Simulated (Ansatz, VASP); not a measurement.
HfN: VASP beside Ansatz

```
CELL_PARAMETERS angstrom
3.23918 0.12263 0.12536
-1.51339 2.62127 -0.00001
0.21667 0.12507 5.57553
ATOMIC_POSITIONS crystal
Hf 0.59486 0.30283 0.74537
Hf 0.40514 0.70797 0.25463
N 0.00000 0.97026 0.00000
N 0.00000 0.01893 0.50000
```

Alike in both runs: task single point; functional PBEsol; k mesh 14 × 14 × 8; occupations gaussian, width 0.1 eV; no spin polarisation.

|  | VASP | Ansatz |
| --- | --- | --- |
| version | VASP 6.6.1 | Ansatz 0.2.0 |
| potentials or method | VASP PAW PBE potentials, release 64 (Hf_pv, N) | scalar-relativistic, plane waves, PAW |
| plane-wave cutoff (eV) | 520 | 420 |
| valence electrons in the cell | 30 | 62 |

```csv
,VASP,Ansatz,Ansatz less VASP
gap on the k mesh at the Fermi level (eV),none,none,-
pressure (GPa),-10.2,-8.4,+1.79
largest component of the traceless stress (GPa),14.48,14.25,-0.221
rms of the force components (eV/Å),0.652,0.650,-0.0021
```

Atom by atom the forces differ by 0.006 eV/Å (rms over components). A gap of «none» marks a metal or a gap that the smearing closes. The functional is the same, so the differences come from potentials, cutoffs and numerics. The two sets of potentials don't hold the same shells in valence. Ansatz warned: «near_symmetry_operations_not_taken».

Caveats: the PAW data sets were made with another functional, which shifts forces and pressure a little (VASP). Spin-orbit coupling is left out, which matters for the levels of Hf.
